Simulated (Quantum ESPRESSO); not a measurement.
Crystal: Sn.

```
Sn
1.0
    -2.02919    2.02919    1.66076
     2.02919   -2.02919    1.66076
     2.02919    2.02919   -1.66076
Sn
1
Direct
  0.00000 0.00000 0.00000
```

This isn't the form of Sn at room conditions, which is tetragonal (white tin).

```yaml
Program: Quantum ESPRESSO 7.5
Task: phonons and electron-phonon coupling
Functional: PBE
Potentials_or_basis: SPMS 1.0 PBE
Cutoff: 884 eV
Density_cutoff: 3537 eV
k_mesh: 8 × 8 × 8
Occupations: methfessel-paxton, width 0.272 eV
Spin: no spin polarisation
Mixing_beta: 0.5
Most_SCF_iterations: 120
SCF_threshold: 2e-10 Ry
q_mesh: 4 × 4 × 4
```

The cell and the atoms were relaxed first, to 27.85 Å³/atom (a = 3.338 Å, b = 3.338 Å, c = 3.338 Å, α = 104.36°, β = 104.36°, γ = 120.27°), and the response was taken there.

Task: Is this structure dynamically stable at this level, and how far does the spectrum reach?

Result: No: the interpolated spectrum has imaginary modes, down to 47i cm⁻¹ near X. The highest frequency is 108 cm⁻¹.

Phonon frequencies at the corners of the path (cm⁻¹, interpolated; i marks imaginary ones):
```
point  frequencies
    Γ        0 0 0
    X  47i 19i 103
    M   25 103 103
    Z     64 88 88
    P    75 75 108
    N     36 54 86
   Z1     64 88 88
```

Phonon states per cell in windows of 10 cm⁻¹ (negative: imaginary):
```
from (cm⁻¹)  total
        -50   0.00
        -40   0.01
        -30   0.01
        -20   0.01
        -10   0.02
          0   0.03
         10   0.07
         20   0.16
         30   0.28
         40   0.42
         50   0.36
         60   0.31
         70   0.26
         80   0.40
         90   0.52
        100   0.11
```

Caveat: the mesh is thin for the phonons of a metal; some modes are imaginary; the interpolated spectrum has imaginary branches, which spoil the λ, ω_log and α²F that the log prints; λ from interpolated matrix elements is rough: modes that symmetry makes equal can differ by tens of percent.
